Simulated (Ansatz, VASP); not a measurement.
# Cross-check of SiGe3 (ordered alloy, x = 0.75, built in the cubic cell of 8 atoms (invented)) between VASP and Ansatz, part 2 of 2

One calculation is typed for both programs; each brings its own data sets. How far apart do they land? The cell is generated by rule, not measured, and may not be a known phase. The cell is taken from a series of runs on this material, whose earlier steps may have relaxed, scaled, displaced or heated it; both programs get it as it stands.

VASP 6.6.1 and Ansatz 0.2.0.

So far: The starting structure; VASP: relaxation of cell and atoms, r2SCAN.

## (3) Ansatz: relaxation of cell and atoms, r2SCAN

Level of this step: Ansatz beside VASP: Kohn-Sham DFT, plane waves, r2SCAN (Ansatz).

Ansatz runs on its PAW soft_1 files.

The same cell, functional, mesh and smearing now go to Ansatz, which takes its cutoff from its data sets.

File input.yaml:

```yaml
crystal:
  lattice:
    - [3.9650981559, 2.2892506545, 3.2367085131]
    - [-3.9650981559, 2.2892506545, 3.2367085131]
    - [0.0, -4.5785008085, 3.236708867]
  atoms:
    - { symbol: Ge, position: [0.8722354175, 0.8722354175, 0.377754093] }
    - { symbol: Ge, position: [0.8722354175, 0.377754093, 0.8722354175] }
    - { symbol: Ge, position: [0.377754093, 0.8722354175, 0.8722354175] }
    - { symbol: Si, position: [0.3775725499, 0.3775725499, 0.3775725499] }
    - { symbol: Ge, position: [0.1277645825, 0.1277645825, 0.622245907] }
    - { symbol: Ge, position: [0.1277645825, 0.622245907, 0.1277645825] }
    - { symbol: Ge, position: [0.622245907, 0.1277645825, 0.1277645825] }
    - { symbol: Si, position: [0.6224274501, 0.6224274501, 0.6224274501] }
kpoints:
  mp_grid: { grid: [6, 6, 6] }
hamiltonian:
  xc: r2scan
  pseudopotentials: { kind: paw, azcp: { folder: soft_1 } }
scf:
  occupations: { method: gaussian, width: 0.02 }
output:
  forces: true
  stress: true
  eigenvalues: true
  write_density: true
  write_potential: true
  elf: true
  volumetric_format: npy
relax:
  adjacent_minimum: "off"
  f_tol: 0.005
  max_steps: 80
  cell: { stress_tol: 0.05 }
```

The run is started by

```
$ ansatz run input.yaml --threads 4 --pin off --max-ram 16384MiB --backend cpu --events-out ev --progress --plain --runs-dir out
```

Numbers of over 12 decimals in the logs are rounded to 6 here.

What it wrote:

```text
Engine: ansatz 0.2.0, aarch64-unknown-linux-gnu
Pseudopotentials: kind: paw
Pseudopotential: Ge, paw, valence charge 14, recommended cutoff 500 eV (meta_gga), soft_1/Ge.paw.azcp
Pseudopotential: Si, paw, valence charge 4, recommended cutoff 500 eV (meta_gga), soft_1/Si.paw.azcp
Functional definition: r2SCAN
  parameter k0 = 0.174
  parameter k1 = 0.065
  parameter a1 = 4.9479
  exchange = r2scan_x(k0 = k0, k1 = k1, a1 = a1)
  correlation = r2scan_c
Crystal: 8 atoms, lattice volume = 176.280 Å³
Basis set: ecut = 500 eV, 4457 PW (Γ), exchange–correlation on 180×180×180 points (64 copies of the dense FFT grid, shifted against one another)
Bands: 56, of which v1, the nominal top of the filled ones, is band 46 counted from 1 (45 counted from 0)
Symmetry: 12 space group operations
Space group: R-3m (ITA 166), of the structure as read, at distance tolerance 5.6e-5 Å
k-points: 32 of 216
Non-local potential: Ge, projectors of the file, l = 0: 2, l = 1: 2, l = 2: 3, l = 3: 1
Non-local potential: Si, projectors of the file, l = 0: 2, l = 1: 2, l = 2: 1
PAW form: soft (Blöchl's): semilocal exchange-correlation on the pseudo side does not see the compensation charge
PAW frozen core: Ge, regenerated for the run's functional (the file was generated under x = pbe(κ = 0.804, μ = 0.219515), c = pbe(β = 0.066725))
PAW frozen core: Si, regenerated for the run's functional (the file was generated under x = pbe(κ = 0.804, μ = 0.219515), c = pbe(β = 0.066725))
PAW one-centre angular grid: Ge, 590 points (default); XC on 160 Gauss nodes
PAW one-centre angular grid: Si, 302 points (default); XC on 160 Gauss nodes
Initial density: superposition of atomic densities (chi_scale 0.1, normalization cell, long waves kept (reshape's long-wave potential 0.01 eV rms))
Initial wavefunctions: pseudopotential atomic-orbital guess
Functional: x = r2scan, c = r2scan; τ floored in thin density (d = 2e-4 eV/Å³)
iter 1 solved again at ethr=2.36e-3 eV; its pass at ethr=3.10e-3 eV (dr2=2.18e0 eV) is discarded
SCF iter   1: F=—  HF=-27095.311051 eV  |F-HF|=—  |Δ(HF+E_count)|=         —  Δρ=3.98e-2  dr2=2.18e0  dr2_τ=2.60e-2  ethr=2.36e-3  ⟨swp⟩=1.1  Hψ=9423  notcnv=0
preconditioner: auto → Resta (q_TF=auto, 2.448 Å⁻¹)  ε∞=2.5  [insulator: Δε(μ)=0.484 eV  Ē_g=21.666 eV  σ=0.020 eV  W_gap=1.00  n_scr=32 (ndim 8)  ℏωp=26.8 eV  f_vac=0.000  D(μ)=0.00/eV (n_scr^D=0)  ε∞_Penn≈2.5]
SCF iter   2: F=—  HF=-27095.442228 eV  |F-HF|=—  |Δ(HF+E_count)|=   1.31e-1  Δρ=2.37e-2  dr2=7.84e-1  dr2_τ=3.12e-3  ethr=2.36e-3  ⟨swp⟩=2.3  Hψ=2128  notcnv=0
SCF iter   3: F=—  HF=-27095.559028 eV  |F-HF|=—  |Δ(HF+E_count)|=   1.17e-1  Δρ=1.88e-3  dr2=7.88e-3  dr2_τ=1.71e-4  ethr=8.52e-4  ⟨swp⟩=3.7  Hψ=2645  notcnv=0
SCF iter   4: F=—  HF=-27095.557149 eV  |F-HF|=—  |Δ(HF+E_count)|=   1.88e-3  Δρ=1.04e-3  dr2=1.49e-3  dr2_τ=1.67e-5  ethr=8.56e-6  ⟨swp⟩=2.4  Hψ=3649  notcnv=0  defer=6
SCF iter   5: F=—  HF=-27095.557973 eV  |F-HF|=—  |Δ(HF+E_count)|=   8.24e-4  Δρ=3.62e-4  dr2=2.29e-4  dr2_τ=4.08e-6  ethr=1.62e-6  ⟨swp⟩=2.0  Hψ=3249  notcnv=0  defer=6
SCF iter   6: F=—  HF=-27095.558093 eV  |F-HF|=—  |Δ(HF+E_count)|=   1.20e-4  Δρ=5.19e-5  dr2=3.52e-6  dr2_τ=1.12e-7  ethr=2.49e-7  ⟨swp⟩=2.0  Hψ=3250  notcnv=0  defer=6
SCF iter   7: F=—  HF=-27095.558080 eV  |F-HF|=—  |Δ(HF+E_count)|=   1.36e-5  Δρ=1.23e-5  dr2=1.65e-7  dr2_τ=3.32e-9  ethr=3.83e-9  ⟨swp⟩=2.0  Hψ=3258  notcnv=0  defer=6
SCF iter   8: F=-27095.558080 eV  HF=-27095.558080 eV  |F-HF|=5.98e-9  |Δ(HF+E_count)|=   2.14e-7  Δρ=2.28e-6  dr2=7.81e-9  dr2_τ=1.23e-10  ethr=1.09e-10  ⟨swp⟩=11.0  Hψ=11741  notcnv=0
SCF 1 converged in 8 iterations: F = -27095.558080 eV  dr2 = 7.81e-9
  greatest PAW one-centre occupation: 0.998 electrons in one spin orbital (limit 2), on the Ge atom at site 6 (counted from 0), in its partial waves of l = 2
relax step   1: F+E_penalty+E_count = -27095.55807989 eV  Δ(F+E_penalty+E_count) = +0.000e0 eV  max|allowed force component| = 2.418e-3 eV/Å  Δτ_max = 0.0000 Å  P = +0.037 GPa  Ω = 176.280 Å³  (8 SCF iters, dr2 threshold 1.00e-7 eV, accepted)
Initial density: handed on by an earlier stage of this run
Initial wavefunctions: pseudopotential atomic-orbital guess (no wavefunctions were taken with the density)
iter 1 solved again at ethr=2.55e-7 eV; its pass at ethr=3.10e-3 eV (dr2=2.35e-4 eV) is discarded
SCF iter   1: F=—  HF=-27095.558094 eV  |F-HF|=—  |Δ(HF+E_count)|=         —  Δρ=3.00e-6  dr2=1.59e-8  dr2_τ=1.90e-10  ethr=2.55e-7  ⟨swp⟩=3.1  Hψ=11756  notcnv=0
eigensolver tolerance schedule: the retry pair's looser diagonalisation over-reported the residual by 14757.57 of it (diagonalisation noise at an unbounded share of the residual, at the tolerance the schedule requests for it); recorded, not acted on — ethr = c·dr2/N_el stays at c = 1.0e-1
preconditioner: auto → Resta (q_TF=auto, 2.448 Å⁻¹)  ε∞=2.5  [insulator: Δε(μ)=0.557 eV  Ē_g=21.676 eV  σ=0.020 eV  W_gap=1.00  n_scr=32 (ndim 8)  ℏωp=26.8 eV  f_vac=0.028  D(μ)=0.00/eV (n_scr^D=0)  ε∞_Penn≈2.5]
SCF iter   2: F=—  HF=-27095.558080 eV  |F-HF|=—  |Δ(HF+E_count)|=   1.44e-5  Δρ=2.58e-6  dr2=4.41e-9  dr2_τ=2.15e-10  ethr=1.73e-11  ⟨swp⟩=3.1  Hψ=4681  notcnv=0
SCF iter   3: F=—  HF=-27095.558080 eV  |F-HF|=—  |Δ(HF+E_count)|=   2.72e-9  Δρ=1.46e-6  dr2=1.59e-9  dr2_τ=3.00e-11  ethr=4.80e-12  ⟨swp⟩=2.0  Hψ=2817  notcnv=0
SCF iter   4: F=—  HF=-27095.558080 eV  |F-HF|=—  |Δ(HF+E_count)|=   1.11e-9  Δρ=4.48e-7  dr2=3.17e-10  dr2_τ=7.40e-12  ethr=1.72e-12  ⟨swp⟩=2.0  Hψ=3264  notcnv=0
SCF iter   5: F=—  HF=-27095.558080 eV  |F-HF|=—  |Δ(HF+E_count)|=  2.69e-10  Δρ=2.50e-7  dr2=7.69e-11  dr2_τ=6.67e-13  ethr=1.00e-12  ⟨swp⟩=4.5  Hψ=8547  notcnv=0
SCF iter   6: F=-27095.558080 eV  HF=-27095.558080 eV  |F-HF|=3.27e-11  |Δ(HF+E_count)|=  7.64e-11  Δρ=1.13e-7  dr2=1.51e-11  dr2_τ=1.64e-13  ethr=1.00e-12  ⟨swp⟩=5.9  Hψ=7029  notcnv=0
SCF 2 converged in 6 iterations: F = -27095.558080 eV  dr2 = 1.51e-11
  greatest PAW one-centre occupation: 0.998 electrons in one spin orbital (limit 2), on the Ge atom at site 4 (counted from 0), in its partial waves of l = 2
relax step   2: F+E_penalty+E_count = -27095.55807989 eV  Δ(F+E_penalty+E_count) = -5.544e-9 eV  max|allowed force component| = 2.417e-3 eV/Å  Δτ_max = 0.0000 Å  P = +0.037 GPa  Ω = 176.280 Å³  stress off target by 4.72e-2 GPa  SCF on the basis re-selected at this cell (its energy is not comparable with the rows above)  (6 SCF iters)
basis re-selected at this cell: Δ(F+E_penalty+E_count) = -5.544e-9 eV, ΔP = -0.000 GPa vs the last step (what re-selecting the basis moved, of the pressure what is left beyond the Pulay correction that the steps carried, after the strain that the cell walked since its last selection, with what the two solves' SCF thresholds leave and, on support functions, any second-order correction that the steps lacked; it is no m [...]
SCF converged after 6 iterations
Free energy (F): -27095.558080 eV
Harris-Foulkes:  -27095.558080 eV  (|F-HF|=3.27e-11)
Internal energy: -27095.558080 eV  (E = F + TS)
E sigma→0 (E₀):  -27095.558080 eV
Fermi energy:    8.091993 eV
--- Per-component energies (eV) ---
  E_band       = -972.027646
  E_kinetic    = 636.038361
  E_local      = -14518.732808  (includes V_loc(G=0)·N_el)
  E_nonlocal   = 1354.946914
  E_hartree    = 6932.228487
  E_xc         = -500.542863
  E_vxc        = -511.426052  (∫ρ·V_xc dr)
  E_paw        = -13195.621985  (= ΣΔE_a)
  E_vpaw       = -1822.685561  (= ΣTr[D̂ρ^β])
  E_aug_tail   = 0.000001  (compensation charges beyond the density's cutoff)
  E_vtau       = 25.374112  (kinetic-family band-sum trace: ∫τ·v_τ [+ j·A + Jᵃ·Aᵃ] dr)
  E_ewald      = -7797.206758
  E_core_change = -6.667430  (= ΣΔE_core)
  E_smearing   = -0.000000  (= −TS)
  E_closure    = 0.000000  (closes the sum)
  Σ components = -27095.558080   (vs F -27095.558080, Δ=0.00e0)
--- Forces (eV/Å), atoms counted from 1 ---
  atom   1  Ge    -0.00000000     0.00052351    -0.00241724
  atom   2  Ge     0.00045337    -0.00026175    -0.00241724
  atom   3  Ge    -0.00045337    -0.00026175    -0.00241724
  atom   4  Si     0.00000000    -0.00000000    -0.00031698
  atom   5  Ge    -0.00000000    -0.00052351     0.00241724
  atom   6  Ge    -0.00045337     0.00026175     0.00241724
  atom   7  Ge     0.00045337     0.00026175     0.00241724
  atom   8  Si    -0.00000000     0.00000000     0.00031698
  max |Σ_I F_I| component: 4.52e-18 eV/Å
--- Stress (GPa, compression-positive) ---
        0.047246       0.000000       0.000000
        0.000000       0.047246      -0.000000
        0.000000      -0.000000       0.017417
  P = ⅓ Tr σ = 0.0373 GPa (0.373 kbar)
--- Band table (eV; the first three rows and the last of 32) ---
  k-point 0: bands = [... 42 lower, 4.7125, 7.7910, 7.7910, 7.8139, 8.5994, 8.5994, 8.6523, 8.6523, ... 6 higher]
  k-point 1: bands = [... 42 lower, 4.7713, 6.6110, 7.3299, 7.3406, 8.5404, 9.1093, 9.2139, 9.2514, ... 6 higher]
  k-point 2: bands = [... 42 lower, 5.1184, 5.1299, 6.4895, 6.5052, 8.6643, 9.5859, 10.0660, 10.6795, ... 6 higher]
  k-point 31: bands = [... 42 lower, 6.3769, 6.4953, 6.5693, 6.5693, 8.3705, 8.3705, 8.6157, 9.1140, ... 6 higher]
--- Relaxed structure (1 steps of the walk, 1 accepted, 1 SCFs on fresh bases) ---
  F+E_penalty+E_count = -27095.55807989 eV   max|allowed force component| = 2.417e-3 eV/Å   (the final SCF, on the basis selected at the relaxed cell)
  cell:  # Å, volume = 176.2796 Å³
    - [3.965098, 2.289251, 3.236709]
    - [-3.965098, 2.289251, 3.236709]
    - [0.0, -4.578501, 3.236709]
  atoms:
    - { symbol: Ge, position: [0.8722354175, 0.8722354175, 0.377754] }
    - { symbol: Ge, position: [0.8722354175, 0.377754, 0.8722354175] }
    - { symbol: Ge, position: [0.377754, 0.8722354175, 0.8722354175] }
    - { symbol: Si, position: [0.377573, 0.377573, 0.377573] }
    - { symbol: Ge, position: [0.127765, 0.127765, 0.622245907] }
    - { symbol: Ge, position: [0.1277645825, 0.622246, 0.127765] }
    - { symbol: Ge, position: [0.622246, 0.1277645825, 0.127765] }
    - { symbol: Si, position: [0.6224274501, 0.6224274501, 0.622427] }
```

Reading the cycles: dr2 is the Hartree energy of the density residual (eV), the measure of convergence; HF is the Harris–Foulkes estimate of the energy, which meets the free energy F at convergence.

## (4) Differences

Known differences besides the potentials themselves: VASP keeps PBE cores, Ansatz makes them for the functional; the cutoff is 500 eV in Ansatz and 550 eV in VASP; Ansatz adds a Pulay correction to the stress that steers its cell, VASP none. Total energies have different zeros and are not compared.

The two programs side by side:

```csv
quantity,Ansatz,VASP,difference
volume (Å³),176.28,176.58,-0.17 %
"edge a after relaxation, in the typed setting (Å)",5.607,5.610,-0.06 %
```

## (5) Outcome

* difference in volume (relaxation of cell and atoms, r2SCAN): -0.17 %

In words: The difference in volume is -0.17 % (relaxation of cell and atoms, r2SCAN), within the 1.2 % picked in this series as the mark of a large difference, as far as the stopping tolerances let one tell. How closely two codes agree says nothing of how well the functional describes the real material.

[Lines on the potential files, build, host, timing and source positions are cut from VASP's logs without a mark.]

[Logs are printed without paths, hosts, clocks, repeated set-up lines and the standing remarks that a program may print on its own settings, such as how far it seeks lower states.]

[Hosts, paths, dates, database ids (printed as entryN), source tags and the programs' standing remarks are cut or masked in the printed files.]
